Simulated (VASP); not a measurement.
# Al2O3 (P-6m2) in VASP: notebook

The runs below take Al2O3 through single point, with PBEsol.

Program: VASP 6.6.1. These are calculated values, not measurements. Logs are shortened: lines on timing, memory, paths and dates and some standing lists are left out, and cuts for length are marked.

**1. The cell of the first run**

The structure is hexagonal, space group P-6m2 (No. 187). Conventional cell: a = 2.971 Å, b = 2.971 Å, c = 9.057 Å, α = 90.00°, β = 90.00°, γ = 120.00°. Al (site symmetry 3m) is surrounded by 3 O at 1.84 Å. O (site symmetry 3m) has 3 Al at 1.84 Å as nearest neighbours. O (site symmetry -6m2) has 6 Al at 2.19 Å as nearest neighbours.

Measurements of this composition are mostly on another form, of space group No. 167.

**2. Single point, PBEsol (strain +0.030 along x and y, -0.030 along z, atoms carried along)**

INCAR reads:

```
  ALGO = Fast
  EDIFF = 1E-6
  ENCUT = 520
  GGA = PS
  ISIF = 2
  ISMEAR = 0
  LASPH = T
  LCHARG = F
  LREAL = F
  LWAVE = F
  NBANDS = 20
  NELM = 60
  PREC = Accurate
  SIGMA = 0.05
```

KPOINTS reads:

```
k-points
0
Gamma
  9 9 4
```

POSCAR reads:

```
Al2O3
1.0
    2.9708546968      0.0000000000      0.0000000000
   -1.4854273484      2.5728356383      0.0000000000
    0.0000000000      0.0000000000      9.0566518262
Al O
2 3
Direct
    0.0000000000      0.0000000000      0.1499923300
    0.0000000000      0.0000000000      0.8500076700
    0.3333333333      0.6666666667      0.2223169200
    0.6666666667      0.3333333333      0.0000000000
    0.3333333333      0.6666666667      0.7776830800
```

Potentials or basis: VASP PAW PBE potentials, release 64 (Al, O).

On the command line:

```console
> cat potpaw_PBE.64/Al/POTCAR potpaw_PBE.64/O/POTCAR > POTCAR
> mpirun -np 1 vasp_std > vasp.out
```

OUTCAR:

```text
EDIFF = 1E-6
   ENCUT = 520
   GGA = PS
   ISIF = 2
   ISMEAR = 0
   LASPH = T
   LREAL = F
   NELM = 60
   PREC = Accurate

 ion  position               nearest neighbor table
   1  0.000  0.000  0.150-   3 1.84   3 1.84   3 1.84   4 2.19   4 2.19   4 2.19   2 2.72
   2  0.000  0.000  0.850-   5 1.84   5 1.84   5 1.84   4 2.19   4 2.19   4 2.19   1 2.72
   3  0.333  0.667  0.222-   1 1.84   1 1.84   1 1.84
   4  0.667  0.333  0.000-   1 2.19   2 2.19   1 2.19   2 2.19   1 2.19   2 2.19
   5  0.333  0.667  0.778-   2 1.84   2 1.84   2 1.84

  LATTYP: Found a hexagonal cell.
 ALAT       =     2.9708546968
 C/A-ratio  =     3.0485004319

  Lattice vectors:

 A1 = (   2.9708546968,   0.0000000000,   0.0000000000)
 A2 = (  -1.4854273484,   2.5728356383,   0.0000000000)
 A3 = (   0.0000000000,   0.0000000000,   9.0566518262)

Analysis of symmetry for initial positions (statically):
=====================================================================
 Subroutine PRICEL returns:
 Original cell was already a primitive cell.

 Routine SETGRP: Setting up the symmetry group for a
 hexagonal supercell.

 Subroutine GETGRP returns: Found 12 space group operations
 (whereof 12 operations were pure point group operations)
 out of a pool of 24 trial point group operations.

The static configuration has the point symmetry D_3h.

Analysis of symmetry for dynamics (positions and initial velocities):
=====================================================================
 Subroutine PRICEL returns:
 Original cell was already a primitive cell.

 Routine SETGRP: Setting up the symmetry group for a
 hexagonal supercell.

 Subroutine GETGRP returns: Found 12 space group operations
 (whereof 12 operations were pure point group operations)
 out of a pool of 24 trial point group operations.

The dynamic configuration has the point symmetry D_3h.

 Subroutine INISYM returns: Found 12 space group operations
 (whereof 12 operations are pure point group operations),
 and found     1 'primitive' translations

----------------------------------------------------------------------------------------

                                     Primitive cell

  volume of cell :      69.2247
[... 94 lines left out ...]
   NELM   =     60;   NELMIN=  2; NELMDL= -5     # of ELM steps
   EDIFF  = 0.1E-05   stopping-criterion for ELM
   LREAL  =      F    real-space projection
   EDIFFG = 0.1E-04   stopping-criterion for IOM
   NSW    =      0    number of steps for IOM
   IBRION =     -1    ionic relax: 0-MD 1-quasi-New 2-CG
   NFREE  =      0    steps in history (QN), initial steepest desc. (CG)
   ISIF   =      2    stress and relaxation
   ISYM   =      2    0-nonsym 1-usesym 2-fastsym
   POTIM  = 0.5000    time-step for ionic-motion
   TEBEG  =    0.0;   TEEND  =   0.0 temperature during run
   PSTRESS=    0.0 pullay stress
   NELECT =      24.0000    total number of electrons
   NUPDOWN=      -1.0000    fix difference up-down
   EMIN   =  10.00;   EMAX   =-10.00  energy-range for DOS
   EFERMI =   0.00;   METHOD = LEGACY
   ISMEAR =     0;   SIGMA  =   0.05  broadening in eV -4-tet -1-fermi 0-gaus
   EFERMI_NEDOS =   21; number of points for ismear=-14 and -15
   IALGO  =     68    algorithm
   IMIX   =      4    mixing-type and parameters
     AMIX     =   0.40;   BMIX     =  1.00
     AMIX_MAG =   1.60;   BMIX_MAG =  1.00
  volume/ion in A,a.u.               =      13.84        93.43
  Fermi-wavevector in a.u.,A,eV,Ry     =   1.150072  2.173320 17.995945  1.322665
  Thomas-Fermi vector in A             =   2.286738
   LORBIT       =      0    0 simple, 1 ext, 2 COOP (PROOUT), +10 PAW based schemes
   GGA     = PS    functional components
   LHFCALC =     F    Hartree Fock is set to
   AEXX    =    0.0000 exact exchange contribution
   IVDW    =     0    specifies the selected vdW correction
   LEPSILON=     F    determine dielectric tensor
   LRPA    =     F    only Hartree local field effects (RPA)
 non-spin polarized calculation
 RMM-DIIS sequential band-by-band and
 Gauss-broadening in eV      SIGMA  =   0.05
  energy-cutoff  :      520.00
  volume of cell :       69.22
 maximum number of plane-waves:      1905
 NGX is ok and might be reduce to    24
   NGX = 11   NGY = 11   NGZ = 33

 number of electron      24.0000010 magnetization

 Free energy of the ion-electron system (eV)
  ---------------------------------------------------
  ext. energy  EPLUGINS =         0.00000000
  ---------------------------------------------------
  free energy    TOTEN  =       -37.91378746 eV

  energy without entropy =      -37.91378746  energy(sigma->0) =      -37.91378746

 E-fermi :   1.1844     XC(G=0):  -8.5694

 val. band max:        0.8714466962   @ k =   0.1111   0.1111   0.0000
 cond. band min:       4.7918724249   @ k =   0.0000   0.0000   0.0000
 fundamental gap:      3.9204257288
 Fermi energy:         1.1843866944

 k-point     1 :       0.0000    0.0000    0.0000
  band No.  band energies     occupation
      1     -17.7560      2.00000
      2     -16.5237      2.00000
      3     -15.4327      2.00000
      4      -3.9137      2.00000
      5      -1.1702      2.00000
      6      -0.9206      2.00000
[... 541 lines left out ...]
     19      13.3271      0.00000
     20      13.4526      0.00000

 [... further k-points ...]

------------------------ aborting loop because EDIFF is reached ----------------------------------------

  FORCE on cell =-STRESS in cart. coord.  units (eV):
  Direction    XX          YY          ZZ          XY          YZ          ZX
  --------------------------------------------------------------------------------------
  -------------------------------------------------------------------------------------
  Total       -6.1429415     -6.1429415      0.7149295     -0.0000000      0.0000000      0.0000000
  in kB     -142.1758519   -142.1758519     16.5467498     -0.0000000      0.0000000      0.0000000
  external PRESSURE =     -89.2683180 kB  Pullay stress =       0.0000000 kB

 VOLUME and BASIS-vectors are now :
 -----------------------------------------------------------------------------
  energy-cutoff  :      520.00
  volume of cell :       69.22
      direct lattice vectors                 reciprocal lattice vectors
     2.970854697  0.000000000  0.000000000     0.336603470  0.194338104  0.000000000
    -1.485427348  2.572835638  0.000000000     0.000000000  0.388676208  0.000000000
     0.000000000  0.000000000  9.056651826     0.000000000  0.000000000  0.110416081

 POSITION                                       TOTAL-FORCE (eV/Angst)
 -----------------------------------------------------------------------------------
      0.00000      0.00000      1.35843        -0.000000     -0.000000      0.813040
      0.00000      0.00000      7.69822        -0.000000      0.000000     -0.813040
     -0.00000      1.71522      2.01345        -0.000000      0.000000     -0.351575
      1.48543      0.85761      0.00000         0.000000      0.000000      0.000000
     -0.00000      1.71522      7.04320         0.000000      0.000000      0.351575
 -----------------------------------------------------------------------------------
    total drift:                                0.000000     -0.000000      0.000000

  FREE ENERGIE OF THE ION-ELECTRON SYSTEM (eV)
  ---------------------------------------------------
  free  energy   TOTEN  =       -37.9137874650 eV

  energy  without entropy=      -37.9137874650  energy(sigma->0) =      -37.91378746
```

Run time: 40 s. Hardware: 1 thread of AMD EPYC 9R45 (Zen 5), shared host; peak memory 0.17 GiB.

Results:

| Item | Value |
| --- | --- |
| Free energy | -37.9138 eV |
| Pressure | -8.9 GPa |
| Largest force | 0.813 eV/Å |
| Band gap on the k mesh | 3.92 eV, indirect (least direct gap 4.15 eV) |

Forces on the atoms (eV/Å):
```
Al   0.000  0.000  0.813
Al   0.000  0.000 -0.813
O    0.000  0.000 -0.352
O    0.000  0.000  0.000
O    0.000  0.000  0.352
```

Caveat: the PAW data sets were made with another functional, which shifts forces and pressure a little; an odd mesh through Γ misses points on the zone boundary, where band edges often lie.

**3. Single point, PBEsol (strain +0.000 along x and y, +0.030 along z, atoms carried along)**

INCAR reads:

```
PREC = Accurate ; ENCUT = 520
EDIFF = 1E-6 ; ISMEAR = 0
SIGMA = 0.05 ; LREAL = False
LASPH = True ; NELM = 60
ALGO = Fast ; ISIF = 2
LWAVE = False ; LCHARG = True
GGA = PS ; LELF = True
LVHAR = True ; NBANDS = 20
```

KPOINTS reads:

```
Automatic mesh
0
Gamma
  9 9 4
```

Changes to POSCAR since step 2:

```diff
@@ -2,5 +2,5 @@
 1.0
-    2.9708546968      0.0000000000      0.0000000000
-   -1.4854273484      2.5728356383      0.0000000000
-    0.0000000000      0.0000000000      9.0566518262
+    2.8843249483      0.0000000000      0.0000000000
+   -1.4421624742      2.4978986780      0.0000000000
+    0.0000000000      0.0000000000      9.6168570938
 Al O
```

Potentials or basis: VASP PAW PBE potentials, release 64 (Al, O).

On the command line:

```console
> cat potpaw_PBE.64/Al/POTCAR potpaw_PBE.64/O/POTCAR > POTCAR
> mpirun -np 1 vasp_std > vasp.out
```

OUTCAR:

```text
PREC = Accurate
   ENCUT = 520
   EDIFF = 1E-6
   ISMEAR = 0
   LREAL = False
   LASPH = True
   NELM = 60
   ISIF = 2
   GGA = PS

 ion  position               nearest neighbor table
   1  0.000  0.000  0.150-   3 1.80   3 1.80   3 1.80   4 2.20   4 2.20   4 2.20   2 2.88
   2  0.000  0.000  0.850-   5 1.80   5 1.80   5 1.80   4 2.20   4 2.20   4 2.20   1 2.88
   3  0.333  0.667  0.222-   1 1.80   1 1.80   1 1.80
   4  0.667  0.333  0.000-   1 2.20   2 2.20   1 2.20   2 2.20   1 2.20   2 2.20
   5  0.333  0.667  0.778-   2 1.80   2 1.80   2 1.80

  LATTYP: Found a hexagonal cell.
 ALAT       =     2.8843249483
 C/A-ratio  =     3.3341794930

  Lattice vectors:

 A1 = (   2.8843249483,   0.0000000000,   0.0000000000)
 A2 = (  -1.4421624742,   2.4978986780,   0.0000000000)
 A3 = (   0.0000000000,   0.0000000000,   9.6168570938)

Analysis of symmetry for initial positions (statically):
=====================================================================
 Subroutine PRICEL returns:
 Original cell was already a primitive cell.

 Routine SETGRP: Setting up the symmetry group for a
[... 178 lines left out ...]

 val. band max:        0.4930582755   @ k =   0.1111   0.1111   0.0000
 cond. band min:       5.2234566916   @ k =   0.0000   0.0000   0.0000
 fundamental gap:      4.7303984161
 Fermi energy:         0.7680592422

 k-point     1 :       0.0000    0.0000    0.0000
  band No.  band energies     occupation
      1     -17.8802      2.00000
      2     -17.0627      2.00000
      3     -15.8290      2.00000
      4      -4.4411      2.00000
      5      -1.6641      2.00000
      6      -0.8259      2.00000
[... 541 lines left out ...]
     19      13.3993      0.00000
     20      13.4252      0.00000

 [... further k-points ...]

------------------------ aborting loop because EDIFF is reached ----------------------------------------

  FORCE on cell =-STRESS in cart. coord.  units (eV):
  Direction    XX          YY          ZZ          XY          YZ          ZX
  --------------------------------------------------------------------------------------
  -------------------------------------------------------------------------------------
  Total       -1.7039105     -1.7039105     -3.4199464      0.0000000      0.0000000     -0.0000000
  in kB      -39.4008146    -39.4008146    -79.0820135      0.0000000      0.0000000     -0.0000000
  external PRESSURE =     -52.6278809 kB  Pullay stress =       0.0000000 kB

 VOLUME and BASIS-vectors are now :
 -----------------------------------------------------------------------------
  energy-cutoff  :      520.00
  volume of cell :       69.29
      direct lattice vectors                 reciprocal lattice vectors
     2.884324948  0.000000000  0.000000000     0.346701574  0.200168247  0.000000000
    -1.442162474  2.497898678  0.000000000     0.000000000  0.400336494  0.000000000
     0.000000000  0.000000000  9.616857094     0.000000000  0.000000000  0.103984076

 POSITION                                       TOTAL-FORCE (eV/Angst)
 -----------------------------------------------------------------------------------
      0.00000      0.00000      1.44245        -0.000000      0.000000     -0.386867
      0.00000      0.00000      8.17440        -0.000000      0.000000      0.386867
     -0.00000      1.66527      2.13799         0.000000     -0.000000     -0.519127
      1.44216      0.83263      0.00000        -0.000000      0.000000     -0.000000
     -0.00000      1.66527      7.47887         0.000000     -0.000000      0.519127
 -----------------------------------------------------------------------------------
    total drift:                                0.000000     -0.000000      0.000000

  FREE ENERGIE OF THE ION-ELECTRON SYSTEM (eV)
  ---------------------------------------------------
  free  energy   TOTEN  =       -38.0694358020 eV

  energy  without entropy=      -38.0694358020  energy(sigma->0) =      -38.06943580
```

It took 36 s on 1 thread of AMD EPYC 9R45 (Zen 5), shared host; peak memory 0.17 GiB.

Results:

| Property | Result |
| --- | --- |
| Free energy | -38.0694 eV |
| Pressure | -5.3 GPa |
| Largest force | 0.519 eV/Å |
| Band gap on the k mesh | 4.73 eV, indirect (least direct gap 4.97 eV) |

Forces in eV/Å, atoms in the order of the input:
```
Al   0.000  0.000 -0.387
Al   0.000  0.000  0.387
O    0.000  0.000 -0.519
O    0.000  0.000  0.000
O    0.000  0.000  0.519
```

Levels at points of the mesh, in eV from the valence-band top:
```
           k point  band 9  band 10  band 11  band 12  band 13  band 14  band 15  band 16
(0.00, 0.00, 0.00)   -1.17    -0.25    -0.25    -0.24     4.73     7.53     7.60     9.14
(0.00, 0.00, 0.50)   -1.17    -0.28    -0.25    -0.25     4.84     7.01     7.93     9.37
```

Caveat: the PAW data sets were made with another functional, which shifts forces and pressure a little; an odd mesh through Γ misses points on the zone boundary, where band edges often lie.

**4. Single point, PBEsol (strain -0.030 along x and y, -0.030 along z, atoms carried along)**

INCAR reads:

```
SYSTEM = Al2O3
ALGO = Normal
EDIFF = 1E-6
ENCUT = 520
GGA = PS
ISIF = 2
ISMEAR = 0
LASPH = .True.
LCHARG = .False.
LREAL = .False.
LWAVE = .False.
NBANDS = 20
NELM = 60
PREC = Accurate
SIGMA = 0.05
```

KPOINTS reads:

```
k-points
0
Gamma
  9 9 4
  0 0 0
```

Changes to POSCAR since step 3:

```diff
@@ -2,5 +2,5 @@
 1.0
-    2.8843249483      0.0000000000      0.0000000000
-   -1.4421624742      2.4978986780      0.0000000000
-    0.0000000000      0.0000000000      9.6168570938
+    2.7977951999      0.0000000000      0.0000000000
+   -1.3988976000      2.4229617176      0.0000000000
+    0.0000000000      0.0000000000      9.0566518262
 Al O
```

On the command line:

```console
> cat potpaw_PBE.64/Al/POTCAR potpaw_PBE.64/O/POTCAR > POTCAR
> mpirun -np 1 vasp_std > vasp.out
```

Run time: 31 s. Hardware: 1 thread of AMD EPYC 9R45 (Zen 5), shared host; peak memory 0.16 GiB.

The run converged. Its results:

```yaml
Free_energy: -37.9683 eV
Pressure: 12.4 GPa
Largest_force: 1.060 eV/Å
Band_gap_on_the_k_mesh: 5.54 eV, indirect (least direct gap 5.85 eV)
```

Forces on the atoms (eV/Å):
```
Al   0.000  0.000 -0.441
Al   0.000  0.000  0.441
O    0.000  0.000  1.060
O    0.000  0.000  0.000
O    0.000  0.000 -1.060
```

Stress tensor (GPa, compression positive):
```
14.73  0.00  0.00
 0.00 14.73  0.00
 0.00  0.00  7.81
```

Levels at points of the mesh, in eV from the valence-band top:
| k point | band 10 | band 11 | band 12 | band 13 | band 14 | band 15 |
| --- | --- | --- | --- | --- | --- | --- |
| (0.00, 0.00, 0.00) | -0.60 | -0.60 | -0.31 | 5.54 | 7.84 | 8.73 |
| (0.00, 0.00, 0.50) | -0.60 | -0.60 | -0.37 | 5.72 | 7.53 | 8.53 |

Caveat: the PAW data sets were made with another functional, which shifts forces and pressure a little; an odd mesh through Γ misses points on the zone boundary, where band edges often lie.

**5. Single point, PBEsol (strain -0.030 along x and y, -0.015 along z, atoms carried along)**

INCAR is that of step 4.

KPOINTS is that of step 4.

Changes to POSCAR since step 4:

```diff
@@ -4,3 +4,3 @@
    -1.3988976000      2.4229617176      0.0000000000
-    0.0000000000      0.0000000000      9.0566518262
+    0.0000000000      0.0000000000      9.1967031431
 Al O
```

On the command line:

```console
> cat potpaw_PBE.64/Al/POTCAR potpaw_PBE.64/O/POTCAR > POTCAR
> mpirun -np 1 vasp_std > vasp.out
```

Run time: 34 s. Hardware: 1 thread of AMD EPYC 9R45 (Zen 5), shared host; peak memory 0.16 GiB.

The run converged. Its results:

```
Free energy            : -38.0044 eV
Pressure               : 10.4 GPa
Largest force          : 0.832 eV/Å
Band gap on the k mesh : 5.55 eV, indirect (least direct gap 5.86 eV)
```

Forces in eV/Å, atoms in the order of the input:
```
Al   0.000  0.000 -0.639
Al   0.000  0.000  0.639
O    0.000  0.000  0.832
O    0.000  0.000  0.000
O    0.000  0.000 -0.832
```

Stress tensor (GPa, compression positive):
```
13.61  0.00  0.00
 0.00 13.61  0.00
 0.00  0.00  4.01
```

Levels at points of the mesh, in eV from the valence-band top:
| k point | band 9 | band 10 | band 11 | band 12 | band 13 | band 14 | band 15 | band 16 |
| --- | --- | --- | --- | --- | --- | --- | --- | --- |
| (0.00, 0.00, 0.00) | -1.22 | -0.46 | -0.46 | -0.30 | 5.55 | 7.91 | 8.67 | 9.65 |
| (0.00, 0.00, 0.50) | -1.22 | -0.46 | -0.46 | -0.35 | 5.73 | 7.55 | 8.57 | 10.17 |

Caveat: the PAW data sets were made with another functional, which shifts forces and pressure a little; an odd mesh through Γ misses points on the zone boundary, where band edges often lie.

**6. Summary**

| cell | gap on the mesh (eV) | pressure (GPa) | largest force (eV/Å) |
| --- | --- | --- | --- |
| strain +0.030 along x and y, -0.030 along z, atoms carried along | 3.92 | -8.9 | 0.81 |
| strain +0.000 along x and y, +0.030 along z, atoms carried along | 4.73 | -5.3 | 0.52 |
| strain -0.030 along x and y, -0.030 along z, atoms carried along | 5.54 | 12.4 | 1.06 |
| strain -0.030 along x and y, -0.015 along z, atoms carried along | 5.55 | 10.4 | 0.83 |

Alike in all rows: task single point; level PBEsol; potentials or basis VASP PAW PBE potentials, release 64 (Al, O); no spin polarisation; k mesh 9 × 9 × 4; cutoff (eV) 520; smearing gaussian 0.05 eV.

Caveats: the PAW data sets were made with another functional, which shifts forces and pressure a little; an odd mesh through Γ misses points on the zone boundary, where band edges often lie.

Absolute energies hang on the potentials; compare differences alone.
